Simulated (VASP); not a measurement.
# GaP (F-43m) in VASP: settings compared

One crystal, GaP, is run at these levels: PBE, r2SCAN; tasks: band structure.

Program: VASP 6.6.1. These are calculated values, not measurements. Logs are shortened: lines on timing, memory, paths and dates and some standing lists are left out, and cuts for length are marked.

**Experimental background.**

From “Stacking defects in GaP nanowires: Electronic structure and optical properties”, 2018, arxiv:1810.01194, for a bulk crystal of GaP at 10 K: band gap 2.34 eV (indirect).

The runs below are set against these values where they give the same quantity.

### 1 The structure

Symmetry: F-43m, No. 216, cubic system. Conventional cell: a = 5.450 Å, b = 5.450 Å, c = 5.450 Å, α = 90.00°, β = 90.00°, γ = 90.00°. Ga (site symmetry -43m) is surrounded by 4 P at 2.36 Å. P (site symmetry -43m) is surrounded by 4 Ga at 2.36 Å.

The cell is a database's computed one.

### 2 Band structure, PBE

Contents of INCAR:

```
SYSTEM = GaP
PREC = Accurate ; ENCUT = 450
EDIFF = 1E-6 ; ISMEAR = 0
SIGMA = 0.02 ; LREAL = .False.
LASPH = .True. ; NELM = 120
ALGO = Normal ; ISIF = 2
LWAVE = .False. ; LCHARG = .False.
GGA = PE ; KPAR = 2
```

Contents of KPOINTS:

```
regular mesh
0
Gamma
  10 10 10
  0 0 0
```

Contents of POSCAR:

```
GaP                                     
1.0
   -0.0000000000      2.7250290627      2.7250290627
    2.7250290627     -0.0000000000      2.7250290627
    2.7250290627      2.7250290627      0.0000000000
  Ga              P             
     1     1
Direct
     1.0000000000000000    1.0000000000000000    1.0000000000000000
     0.7500000000000000    0.7500000000000000    0.7500000000000000
```

Contents of KPOINTS_OPT:

```
path GXWKGLUWLK,UX
20
line-mode
reciprocal
 0.0000000000  0.0000000000  0.0000000000  G
 0.5000000000  0.0000000000  0.5000000000  X

 0.5000000000  0.0000000000  0.5000000000  X
 0.5000000000  0.2500000000  0.7500000000  W

 0.5000000000  0.2500000000  0.7500000000  W
 0.3750000000  0.3750000000  0.7500000000  K

 0.3750000000  0.3750000000  0.7500000000  K
 0.0000000000  0.0000000000  0.0000000000  G

 0.0000000000  0.0000000000  0.0000000000  G
 0.5000000000  0.5000000000  0.5000000000  L

 0.5000000000  0.5000000000  0.5000000000  L
 0.6250000000  0.2500000000  0.6250000000  U

 0.6250000000  0.2500000000  0.6250000000  U
 0.5000000000  0.2500000000  0.7500000000  W

 0.5000000000  0.2500000000  0.7500000000  W
 0.5000000000  0.5000000000  0.5000000000  L

 0.5000000000  0.5000000000  0.5000000000  L
 0.3750000000  0.3750000000  0.7500000000  K

 0.6250000000  0.2500000000  0.6250000000  U
 0.5000000000  0.0000000000  0.5000000000  X
```

Potentials or basis: VASP PAW PBE potentials, release 64 (Ga_d, P).

Launch:

```
cat potpaw_PBE.64/Ga_d/POTCAR potpaw_PBE.64/P/POTCAR > POTCAR
mpirun -np 2 vasp_std > vasp.out
```

OUTCAR:

```text
SYSTEM = GaP
   PREC = Accurate
   ENCUT = 450
   EDIFF = 1E-6
   ISMEAR = 0
   LREAL = .False.
   LASPH = .True.
   NELM = 120
   ISIF = 2
   GGA = PE

 ion  position               nearest neighbor table
   1  0.000  0.000  0.000-   2 2.36   2 2.36   2 2.36   2 2.36
   2  0.750  0.750  0.750-   1 2.36   1 2.36   1 2.36   1 2.36

  LATTYP: Found a face centered cubic cell.
 ALAT       =     5.4500581254

  Lattice vectors:

 A1 = (   0.0000000000,   2.7250290627,   2.7250290627)
 A2 = (   2.7250290627,   0.0000000000,   2.7250290627)
 A3 = (   2.7250290627,   2.7250290627,   0.0000000000)

Analysis of symmetry for initial positions (statically):
=====================================================================
 Subroutine PRICEL returns:
 Original cell was already a primitive cell.

 Routine SETGRP: Setting up the symmetry group for a
 face centered cubic supercell.

 Subroutine GETGRP returns: Found 24 space group operations
 (whereof 24 operations were pure point group operations)
 out of a pool of 48 trial point group operations.

The static configuration has the point symmetry T_d .

Analysis of symmetry for dynamics (positions and initial velocities):
=====================================================================
 Subroutine PRICEL returns:
 Original cell was already a primitive cell.

 Routine SETGRP: Setting up the symmetry group for a
 face centered cubic supercell.

 Subroutine GETGRP returns: Found 24 space group operations
 (whereof 24 operations were pure point group operations)
 out of a pool of 48 trial point group operations.

The dynamic configuration has the point symmetry T_d .

 Subroutine INISYM returns: Found 24 space group operations
 (whereof 24 operations are pure point group operations),
 and found     1 'primitive' translations

----------------------------------------------------------------------------------------

                                     Primitive cell

  volume of cell :      40.4710

  direct lattice vectors                    reciprocal lattice vectors
     0.000000000  2.725029063  2.725029063    -0.183484282  0.183484282  0.183484282
     2.725029063  0.000000000  2.725029063     0.183484282 -0.183484282  0.183484282
     2.725029063  2.725029063  0.000000000     0.183484282  0.183484282 -0.183484282

  length of vectors
     3.853773058  3.853773058  3.853773058     0.317804098  0.317804098  0.317804098

  position of ions in fractional coordinates (direct lattice)
     0.000000000  0.000000000  0.000000000
     0.750000000  0.750000000  0.750000000

  ion indices of the primitive-cell ions
   primitive index   ion index
                 1           1
                 2           2

----------------------------------------------------------------------------------------

 KPOINTS: regular mesh

Automatic generation of k-mesh.
 Grid dimensions read from file:
 generate k-points for:   10   10   10

 Generating k-lattice:

  Cartesian coordinates                     Fractional coordinates (reciprocal lattice)
    -0.018348428  0.018348428  0.018348428     0.100000000  0.000000000  0.000000000
     0.018348428 -0.018348428  0.018348428     0.000000000  0.100000000  0.000000000
     0.018348428  0.018348428 -0.018348428     0.000000000  0.000000000  0.100000000

  Length of vectors
     0.031780410  0.031780410  0.031780410

  Shift w.r.t. Gamma in fractional coordinates (k-lattice)
     0.000000000  0.000000000  0.000000000

 Subroutine IBZKPT returns following result:
 ===========================================

 Found     47 irreducible k-points:

 Following reciprocal coordinates:
            Coordinates               Weight
  0.000000  0.000000  0.000000      1.000000
  0.100000  0.000000  0.000000      8.000000
  0.200000  0.000000  0.000000      8.000000
  0.300000  0.000000  0.000000      8.000000
  0.400000  0.000000  0.000000      8.000000
  0.500000  0.000000  0.000000      4.000000
[... 16 lines left out ...]
  0.300000  0.300000  0.000000      6.000000
  0.400000  0.300000  0.000000     24.000000
 [... further k-points ...]
   k-points           NKPTS =     47   k-points in BZ     NKDIM =     47   number of bands    NBANDS=     13
   number of dos      NEDOS =    301   number of ions     NIONS =      2
   total plane-waves  NPLWV =  21952
   dimension x,y,z NGX =    28 NGY =   28 NGZ =   28
   dimension x,y,z NGXF=    56 NGYF=   56 NGZF=   56
   ions per type =               1   1
   NGX,Y,Z   is equivalent  to a cutoff of  12.08, 12.08, 12.08 a.u.
   NGXF,Y,Z  is equivalent  to a cutoff of  24.16, 24.16, 24.16 a.u.
 SYSTEM =  GaP
   PREC   = accura    normal or accurate (medium, high low for compatibility)
   ISTART =      0    job   : 0-new  1-cont  2-samecut
   ICHARG =      2    charge: 1-file 2-atom 10-const
   ISPIN  =      1    spin polarized calculation?
   LNONCOLLINEAR =      F non collinear calculations
   LSORBIT =      F    spin-orbit coupling
   LASPH  =      T    aspherical Exc in radial PAW
   ENCUT  =  450.0 eV  33.07 Ry    5.75 a.u.   6.67  6.67  6.67*2*pi/ulx,y,z
   NELM   =    120;   NELMIN=  2; NELMDL= -5     # of ELM steps
   EDIFF  = 0.1E-05   stopping-criterion for ELM
   LREAL  =      F    real-space projection
   EDIFFG = 0.1E-04   stopping-criterion for IOM
   NSW    =      0    number of steps for IOM
   IBRION =     -1    ionic relax: 0-MD 1-quasi-New 2-CG
   NFREE  =      0    steps in history (QN), initial steepest desc. (CG)
   ISIF   =      2    stress and relaxation
   ISYM   =      2    0-nonsym 1-usesym 2-fastsym
   POTIM  = 0.5000    time-step for ionic-motion
   TEBEG  =    0.0;   TEEND  =   0.0 temperature during run
   PSTRESS=    0.0 pullay stress
   NELECT =      18.0000    total number of electrons
   NUPDOWN=      -1.0000    fix difference up-down
   EMIN   =  10.00;   EMAX   =-10.00  energy-range for DOS
   EFERMI =   0.00;   METHOD = LEGACY
   ISMEAR =     0;   SIGMA  =   0.02  broadening in eV -4-tet -1-fermi 0-gaus
   EFERMI_NEDOS =   21; number of points for ismear=-14 and -15
   IALGO  =     38    algorithm
   IMIX   =      4    mixing-type and parameters
     AMIX     =   0.40;   BMIX     =  1.00
     AMIX_MAG =   1.60;   BMIX_MAG =  1.00
  volume/ion in A,a.u.               =      20.24       136.56
  Fermi-wavevector in a.u.,A,eV,Ry     =   1.249639  2.361475 21.246822  1.561597
  Thomas-Fermi vector in A             =   2.383670
   LORBIT       =      0    0 simple, 1 ext, 2 COOP (PROOUT), +10 PAW based schemes
   GGA     = PE    functional components
   LHFCALC =     F    Hartree Fock is set to
   AEXX    =    0.0000 exact exchange contribution
   IVDW    =     0    specifies the selected vdW correction
   LEPSILON=     F    determine dielectric tensor
   LRPA    =     F    only Hartree local field effects (RPA)
 non-spin polarized calculation
 Gauss-broadening in eV      SIGMA  =   0.02
  energy-cutoff  :      450.00
  volume of cell :       40.47
 maximum number of plane-waves:       899
   NGX = 13   NGY = 13   NGZ = 13

 number of electron      18.0000016 magnetization

 Free energy of the ion-electron system (eV)
  ---------------------------------------------------
  ext. energy  EPLUGINS =         0.00000000
  ---------------------------------------------------
  free energy    TOTEN  =        -9.11736950 eV

  energy without entropy =       -9.11736950  energy(sigma->0) =       -9.11736950

 E-fermi :   4.7613     XC(G=0):  -9.8347

 val. band max:        4.6534734103   @ k =   0.0000   0.0000   0.0000
 cond. band min:       6.2577869720   @ k =   0.4000   0.4000   0.0000
 fundamental gap:      1.6043135617
 Fermi energy:         4.7612633444

 k-point     1 :       0.0000    0.0000    0.0000
  band No.  band energies     occupation
      1      -9.8969      2.00000
      2      -9.8969      2.00000
      3      -9.8969      2.00000
      4      -9.7970      2.00000
      5      -9.7970      2.00000
      6      -7.8399      2.00000
      7       4.6535      2.00000
      8       4.6535      2.00000
      9       4.6535      2.00000
     10       6.4820      0.00000
     11       8.5438      0.00000
     12       8.5438      0.00000
     13       8.5438      0.00000

 k-point     2 :       0.1000    0.0000    0.0000
  band No.  band energies     occupation
      1      -9.9059      2.00000
      2      -9.8938      2.00000
      3      -9.8938      2.00000
      4      -9.7971      2.00000
      5      -9.7971      2.00000
      6      -7.7097      2.00000
      7       3.4694      2.00000
      8       4.4992      2.00000
      9       4.4992      2.00000
     10       7.0512      0.00000
     11       8.7810      0.00000
     12       8.7810      0.00000
     13       8.8702      0.00000

 k-point     3 :       0.2000    0.0000    0.0000
  band No.  band energies     occupation
      1      -9.9279      2.00000
      2      -9.8862      2.00000
      3      -9.8862      2.00000
      4      -9.7966      2.00000
      5      -9.7966      2.00000
      6      -7.3324      2.00000
      7       1.6613      2.00000
      8       4.1645      2.00000
      9       4.1645      2.00000
     10       6.9788      0.00000
     11       9.2403      0.00000
     12       9.2403      0.00000
     13      10.1992      0.00000
[... 305 lines left out ...]
 k-point    23 :       0.3000    0.3000    0.0000
  band No.  band energies     occupation
      1      -9.9809      2.00000
      2      -9.8547      2.00000
      3      -9.8547      2.00000
      4      -9.8189      2.00000
      5      -9.7827      2.00000
      6      -6.3806      2.00000
      7       0.1533      2.00000
      8       2.6253      2.00000
      9       2.6253      2.00000
     10       6.5542      0.00000
     11       7.9097      0.00000
     12      12.2722      0.00000
     13      12.2722      0.00000

 k-point    24 :       0.4000    0.3000    0.0000
  band No.  band energies     occupation
      1      -9.9930      2.00000
      2      -9.8490      2.00000
      3      -9.8469      2.00000
      4      -9.8216      2.00000
      5      -9.7806      2.00000
      6      -5.8608      2.00000
      7      -0.7297      2.00000
      8       2.0621      2.00000
      9       2.4077      2.00000
     10       6.6932      0.00000
     11       7.7803      0.00000
     12      12.2694      0.00000
     13      12.7494      0.00000

 [... further k-points ...]

------------------------ aborting loop because EDIFF is reached ----------------------------------------

  FORCE on cell =-STRESS in cart. coord.  units (eV):
  Direction    XX          YY          ZZ          XY          YZ          ZX
  --------------------------------------------------------------------------------------
  -------------------------------------------------------------------------------------
  Total        0.5998923      0.5998923      0.5998923      0.0000000      0.0000000     -0.0000000
  in kB       23.7487350     23.7487350     23.7487350      0.0000000      0.0000000     -0.0000000
  external PRESSURE =      23.7487350 kB  Pullay stress =       0.0000000 kB

 VOLUME and BASIS-vectors are now :
 -----------------------------------------------------------------------------
  energy-cutoff  :      450.00
  volume of cell :       40.47
      direct lattice vectors                 reciprocal lattice vectors
     0.000000000  2.725029063  2.725029063    -0.183484282  0.183484282  0.183484282
     2.725029063  0.000000000  2.725029063     0.183484282 -0.183484282  0.183484282
     2.725029063  2.725029063  0.000000000     0.183484282  0.183484282 -0.183484282

 POSITION                                       TOTAL-FORCE (eV/Angst)
 -----------------------------------------------------------------------------------
      0.00000      0.00000      0.00000         0.000000      0.000000      0.000000
      4.08754      4.08754      4.08754        -0.000000     -0.000000     -0.000000
 -----------------------------------------------------------------------------------
    total drift:                               -0.000003     -0.000003     -0.000002

  FREE ENERGIE OF THE ION-ELECTRON SYSTEM (eV)
  ---------------------------------------------------
  free  energy   TOTEN  =        -9.1173694992 eV

  energy  without entropy=       -9.1173694992  energy(sigma->0) =       -9.11736950
```

Run time: 28 s. Hardware: 2 MPI ranks of Intel Xeon 6975P-C (Granite Rapids), shared host; peak memory 0.16 GiB.

What came out:

```
Free energy             : -9.1174 eV
Pressure                : 2.4 GPa
Band gap on the k mesh  : 1.60 eV, indirect (least direct gap 1.83 eV)
Band gap along the path : 1.59 eV, indirect (least direct gap 1.83 eV)
```

Levels at the corners of the path, in eV from the valence-band top:
| point | band 5 | band 6 | band 7 | band 8 | band 9 | band 10 | band 11 | band 12 | band 13 |
| --- | --- | --- | --- | --- | --- | --- | --- | --- | --- |
| Γ | -14.45 | -12.49 | 0.00 | 0.00 | 0.00 | 1.83 | 3.89 | 3.89 | 3.89 |
| X | -14.43 | -9.53 | -6.75 | -2.68 | -2.68 | 1.66 | 1.82 | 10.60 | 10.61 |
| X | -14.43 | -9.53 | -6.75 | -2.68 | -2.68 | 1.66 | 1.82 | 10.60 | 10.61 |
| W | -14.44 | -9.44 | -6.55 | -3.57 | -3.42 | 4.71 | 4.87 | 6.11 | 6.16 |
| W | -14.44 | -9.44 | -6.55 | -3.57 | -3.42 | 4.71 | 4.87 | 6.11 | 6.16 |
| K | -14.44 | -9.56 | -6.54 | -3.94 | -2.25 | 2.19 | 4.80 | 8.25 | 8.27 |
| K | -14.44 | -9.56 | -6.54 | -3.94 | -2.25 | 2.19 | 4.80 | 8.25 | 8.27 |
| Γ | -14.45 | -12.49 | 0.00 | 0.00 | 0.00 | 1.83 | 3.89 | 3.89 | 3.89 |
| Γ | -14.45 | -12.49 | 0.00 | 0.00 | 0.00 | 1.83 | 3.89 | 3.89 | 3.89 |
| L | -14.44 | -10.43 | -6.63 | -1.12 | -1.12 | 1.67 | 4.72 | 4.72 | 8.29 |
| L | -14.44 | -10.43 | -6.63 | -1.12 | -1.12 | 1.67 | 4.72 | 4.72 | 8.29 |
| U | -14.44 | -9.56 | -6.54 | -3.94 | -2.25 | 2.19 | 4.80 | 8.25 | 8.27 |
| U | -14.44 | -9.56 | -6.54 | -3.94 | -2.25 | 2.19 | 4.80 | 8.25 | 8.27 |
| W | -14.44 | -9.44 | -6.55 | -3.57 | -3.42 | 4.71 | 4.87 | 6.11 | 6.16 |
| W | -14.44 | -9.44 | -6.55 | -3.57 | -3.42 | 4.71 | 4.87 | 6.11 | 6.16 |
| L | -14.44 | -10.43 | -6.63 | -1.12 | -1.12 | 1.67 | 4.72 | 4.72 | 8.29 |
| L | -14.44 | -10.43 | -6.63 | -1.12 | -1.12 | 1.67 | 4.72 | 4.72 | 8.29 |
| K | -14.44 | -9.56 | -6.54 | -3.94 | -2.25 | 2.19 | 4.80 | 8.25 | 8.27 |
| U | -14.44 | -9.56 | -6.54 | -3.94 | -2.25 | 2.19 | 4.80 | 8.25 | 8.27 |
| X | -14.43 | -9.53 | -6.75 | -2.68 | -2.68 | 1.66 | 1.82 | 10.60 | 10.60 |

### 3 Band structure, r2SCAN

Changes to INCAR since step 2:

```diff
@@ -7,2 +7,3 @@
 LWAVE = .False. ; LCHARG = .False.
-GGA = PE ; KPAR = 2
+METAGGA = R2SCAN ; LMIXTAU = .True.
+KPAR = 2
```

KPOINTS is that of step 2.

POSCAR is that of step 2.

KPOINTS_OPT is that of step 2.

Potentials or basis: VASP PAW PBE potentials, release 64 (Ga_d, P).

Launch:

```
cat potpaw_PBE.64/Ga_d/POTCAR potpaw_PBE.64/P/POTCAR > POTCAR
mpirun -np 2 vasp_std > vasp.out
```

Run time: 2 min. Hardware: 2 MPI ranks of Intel Xeon 6975P-C (Granite Rapids), shared host; peak memory 0.16 GiB.

Results (log left out):

* Free energy: -21.4636 eV
* Pressure: -0.1 GPa
* Band gap on the k mesh: 1.86 eV, indirect (least direct gap 2.35 eV)
* Band gap along the path: 1.85 eV, indirect (least direct gap 2.35 eV)

Levels at the corners of the path, in eV from the valence-band top:
```csv
point,band 6,band 7,band 8,band 9,band 10,band 11,band 12,band 13
Γ,-13.02,0.00,0.00,0.00,2.35,4.19,4.19,4.19
X,-9.93,-6.96,-2.80,-2.80,1.91,2.10,11.36,11.37
X,-9.93,-6.96,-2.80,-2.80,1.91,2.10,11.36,11.36
W,-9.83,-6.74,-3.71,-3.54,5.04,5.31,6.57,6.59
W,-9.83,-6.74,-3.71,-3.54,5.04,5.31,6.57,6.59
K,-9.96,-6.74,-4.07,-2.35,2.48,5.19,8.79,8.84
K,-9.96,-6.74,-4.07,-2.35,2.48,5.19,8.79,8.84
Γ,-13.02,0.00,0.00,0.00,2.35,4.19,4.19,4.19
Γ,-13.02,0.00,0.00,0.00,2.35,4.19,4.19,4.19
L,-10.86,-6.85,-1.17,-1.17,2.04,5.06,5.06,8.84
L,-10.86,-6.85,-1.17,-1.17,2.04,5.06,5.06,8.84
U,-9.96,-6.74,-4.07,-2.35,2.48,5.19,8.79,8.84
U,-9.96,-6.74,-4.07,-2.35,2.48,5.19,8.79,8.84
W,-9.83,-6.74,-3.71,-3.54,5.04,5.31,6.57,6.59
W,-9.83,-6.74,-3.71,-3.54,5.04,5.31,6.57,6.59
L,-10.86,-6.85,-1.17,-1.17,2.04,5.06,5.06,8.84
L,-10.86,-6.85,-1.17,-1.17,2.04,5.06,5.06,8.84
K,-9.96,-6.74,-4.07,-2.35,2.48,5.19,8.79,8.84
U,-9.96,-6.74,-4.07,-2.35,2.48,5.19,8.79,8.84
X,-9.93,-6.96,-2.80,-2.80,1.91,2.10,11.36,11.36
```

Caveat: the PAW data sets were made with another functional, which shifts forces and pressure a little.

### 4 Comparison with measurements

Step 2. Measured gap of GaP: 2.34 eV (indirect; 10 K; quoted in “Stacking defects in GaP nanowires: Electronic structure and optical properties”, 2018, arxiv:1810.01194). This calculation gives 1.59 eV (-0.75 eV). Spin-orbit coupling on Ga is left out. The value is that of PBE, without temperature or zero-point motion. Semilocal functionals fall short of measured gaps as a rule. The cell is a database's relaxed one, not the measured one, which moves gaps too.

Step 3. Against the measured gap of GaP, 2.34 eV (indirect; 10 K; quoted in “Stacking defects in GaP nanowires: Electronic structure and optical properties”, 2018, arxiv:1810.01194), the calculated 1.85 eV is off by -0.49 eV. Spin-orbit coupling on Ga is left out. The value is that of r2SCAN, without temperature or zero-point motion. The cell is a database's relaxed one, not the measured one, which moves gaps too.
